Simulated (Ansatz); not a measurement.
GeO₂ (space group P3_221)

```
CELL_PARAMETERS angstrom
      5.09236     0.00000     0.00000
     -2.54618     4.41011     0.00000
      0.00000     0.00000     5.76836
ATOMIC_POSITIONS crystal
  Ge 0.54438 0.54438 0.50000
  Ge 0.45562 0.00000 0.16667
  Ge 0.00000 0.45562 0.83333
  O  0.29822 0.39734 0.74188
  O  0.60266 0.90088 0.40855
  O  0.09912 0.70178 0.07522
  O  0.39734 0.29822 0.25812
  O  0.90088 0.60266 0.59145
  O  0.70178 0.09912 0.92478
```

The slice is a (-1 1 0 2) plane (indices of the conventional cell) through the point (0.000, 0.456, 0.833) (fractional), spanned by u = [110] and v = [1 -1 1] in vectors of this cell: u (5.09 Å) and v (10.54 Å, at 90° to u). It covers one period; positions are fractions (u, v).

Method: PBE (plane waves to 420 eV, PAW, scalar-relativistic; Ansatz, an electronic-structure program). k mesh 8×8×6. Near the nuclei the fields are pseudised (PAW); where an atom keeps semicore shells as valence, they peak there. GeO2 was relaxed with its symmetry unable to fall.

Question: Around which element is the density of the highest valence band (whole band, smooth part) largest on this plane?

Answer: O. Mean over a disc round each atom, of radius 0.45 times the shortest bond: O 0.047, Ge 0.001 e/Å³.

Question: Predict the map of the density of the highest valence band (whole band, smooth part) on the slice.

Answer: 
```
|      ..  |
| .        |
|%%.       |
|*+.       |
|          |
|          |
| .        |
| %.      :|
|*:       =|
|.        .|
|          |
|          |
|  :       |
| .-.      |
|          |
|          |
|       .  |
|      -@- |
|      =:. |
|     .%#  |
```
Scale: ten equal steps from 0.000 (start of ' ') to 0.127 (end of '@'), in the order ' .:-=+*#%@'. Values: density of the highest valence band (whole band, smooth part) in e/Å³. The map has 10 points along u (one character each, u = 0 at the left) and 20 along v (v = 0 in the bottom row).
